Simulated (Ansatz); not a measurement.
**W: density of states with m-r2SCAN**

W:

```
CELL_PARAMETERS angstrom
-1.57035 1.53759 1.59772
1.59559 -1.52591 1.61128
1.59906 1.55462 -1.58604
ATOMIC_POSITIONS crystal
W 0.03719 0.02379 0.02521
```

The cell isn't the ideal one: cell strained at random at fixed volume.

```yaml
Program: Ansatz 0.2.0
Task: density of states
Functional: m-r2SCAN
Potentials_or_basis: PseudoDojo standard (PBE files)
Cutoff: "1007 eV (not typed: the program's choice for these potentials)"
k_mesh: 9 × 9 × 9
Occupations: cold, width 0.15 eV
Spin: no spin polarisation
```

The pressure is -0.6 GPa and the band gap on the k mesh is none (metal or under the smearing width). The density of states at the Fermi level is 0.37 states/eV per cell.

Stress tensor (GPa, compression positive):
```
-3.76 -2.70 -1.65
-2.70  7.11 -0.91
-1.65 -0.91 -5.10
```

Levels at points of the mesh, in eV from the Fermi level:
```
           k point  band 4  band 5  band 6  band 7  band 8  band 9  band 10  band 11
(0.00, 0.00, 0.00)  -39.00  -10.24   -1.72   -1.30   -0.96    2.11     2.78    14.80
```

States per cell in windows of 1 eV (zero at the Fermi level; states under -8 eV left out):
| from (eV) | total |
| --- | --- |
| -8.0 | 0.15 |
| -7.0 | 0.46 |
| -6.0 | 0.84 |
| -5.0 | 0.63 |
| -4.0 | 1.34 |
| -3.0 | 1.32 |
| -2.0 | 0.81 |
| -1.0 | 0.34 |
| 0.0 | 0.63 |
| 1.0 | 0.96 |
| 2.0 | 1.09 |
| 3.0 | 1.44 |
| 4.0 | 0.53 |
| 5.0 | 0.33 |
| 6.0 | 0.31 |
| 7.0 | 0.30 |

It took 54 s on 1 thread of Arm Neoverse V1, on a shared host, peak memory 0.77 GiB.

Caveat: the potentials were made for another functional, which shifts forces and pressure. Spin-orbit coupling is left out, which matters for the levels of W.
